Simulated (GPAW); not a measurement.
ZnS (Wurtzite-2H):

```
Zn S
1.0
     3.81100    0.00000    0.00000
    -1.90550    3.30042    0.00000
     0.00000    0.00000    6.23400
Zn S
2 2
Direct
  0.66667 0.33333 0.50000
  0.33333 0.66667 0.00000
  0.66667 0.33333 0.88500
  0.33333 0.66667 0.38500
```

Program: GPAW 26.7.0. Alike in all runs: task band structure; no spin polarisation; cell as given; k mesh 6 × 6 × 3; cutoff (eV) 600; smearing fermi-dirac 0.05 eV.

**Question.** Order these runs on this cell by their pressure, lowest first.
A. level revPBE; potentials or basis the program's PAW data sets (release 1.2.1) made for this functional, pw; band points 100
B. level PW91; potentials or basis PAW data sets generated in the run's folder for this functional, pw; band points 80
C. level PBEsol; potentials or basis PAW data sets generated in the run's folder for this functional, pw; band points 100
D. level LDA; potentials or basis PAW data sets generated in the run's folder for this functional, pw; band points 100

**Answer.** D (-4.3 GPa), C (-1.3 GPa), B (2.0 GPa), A (4.5 GPa).

Runs at the PBE level aren't shown here.
